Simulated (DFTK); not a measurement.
Input of a DFTK 0.8.2 run:

Contents of run.jl:

```julia
using DFTK
using PseudoPotentialData
using Unitful, UnitfulAtomic
using LinearAlgebra, Printf
include("save.jl")
disable_threading()

# lattice vectors are the columns
lattice = austrip(1u"Å") * [           0.0          2.256          2.256;
                    2.256            0.0          2.256;
                    2.256          2.256            0.0]
symbols   = [:Hf, :N]
positions = [[0.0, 0.0, 0.0],
             [0.5, 0.5, 0.5]]
pseudopotentials = Dict(:Hf => "Hf.upf", :N => "N.upf")
elements = Dict(s => ElementPsp(s, pseudopotentials; rcut=10.0) for s in unique(symbols))
atoms    = [elements[s] for s in symbols]

build_model(lattice, positions; symmetries=true) =
    model_DFT(lattice, atoms, positions;
              functionals=PBEsol(),
              temperature=austrip(0.05u"eV"),
              smearing=Smearing.FermiDirac(),
              symmetries)
Ecut  = 45.0  # hartree
kgrid = [8, 8, 8]
tol   = 1e-6
to_GPa = ustrip(uconvert(u"GPa", 1u"hartree/bohr^3"))

model = build_model(lattice, positions)
basis = PlaneWaveBasis(model; Ecut, kgrid)
display(basis)
scfres = self_consistent_field(basis;
                               tol,
                               nbandsalg=AdaptiveBands(model; n_bands_converge=20))
display(scfres.energies)
@printf "Fermi level: %.6f eV\n" ustrip(auconvert(u"eV", something(scfres.εF, NaN)))
forces = compute_forces_cart(scfres)
println("Forces (eV/Å)")
for (s, f) in zip(symbols, forces)
    @printf "%-3s %12.6f %12.6f %12.6f\n" s ustrip.(auconvert.(u"eV/Å", f))...
end
stress = compute_stresses_cart(scfres)
println("Stress (GPa)")
display(round.(stress * to_GPa; digits=4))
println("Levels at the first k-point (eV): ", round.(ustrip.(auconvert.(u"eV", scfres.eigenvalues[1][1:scfres.n_bands_converge])); digits=4))
save_scf!(scfres; forces, stress)

points = Dict("G" => [0.0, 0.0, 0.0], "K" => [0.375, 0.375, 0.75], "L" => [0.5, 0.5, 0.5], "U" => [0.625, 0.25, 0.625], "W" => [0.5, 0.25, 0.75], "X" => [0.5, 0.0, 0.5])
segments = [("G", "X", 7), ("X", "W", 4), ("W", "K", 3), ("K", "G", 7), ("G", "L", 6), ("L", "U", 4), ("U", "W", 3), ("W", "L", 5), ("L", "K", 4), ("U", "X", 3)]
kcoords = vcat([[points[a] + t * (points[b] - points[a]) for t in range(0, 1, n)] for (a, b, n) in segments]...)
bands = compute_bands(scfres, ExplicitKpoints(kcoords); n_bands=22, tol=1e-5)
for (k, ε) in zip(bands.basis.kpoints, bands.eigenvalues)
    @printf "%d %8.4f %8.4f %8.4f " k.spin k.coordinate...
    println(join([@sprintf("%9.4f", e) for e in ustrip.(auconvert.(u"eV", ε .- scfres.εF))]))
end
results["band_energies"] = rows(bands.eigenvalues); results["band_kpoints"] = rows(kcoords)
```

Potentials or basis: SG15 1.2 (PBE).

Command:

```console
$ julia --threads=1 run.jl  # save.jl only writes the numbers to a file and isn't shown; printed stress counts tension as positive; times include loading and compiling
```

(1) Predict the pressure.

(2) Predict the band gap on the k mesh.

## Answers

(1) -1.6 GPa.

(2) none (metal or under the smearing width).

Caveat: the potentials were made for another functional, which shifts forces and pressure; spin-orbit coupling is left out, which moves the levels of the heavy elements.
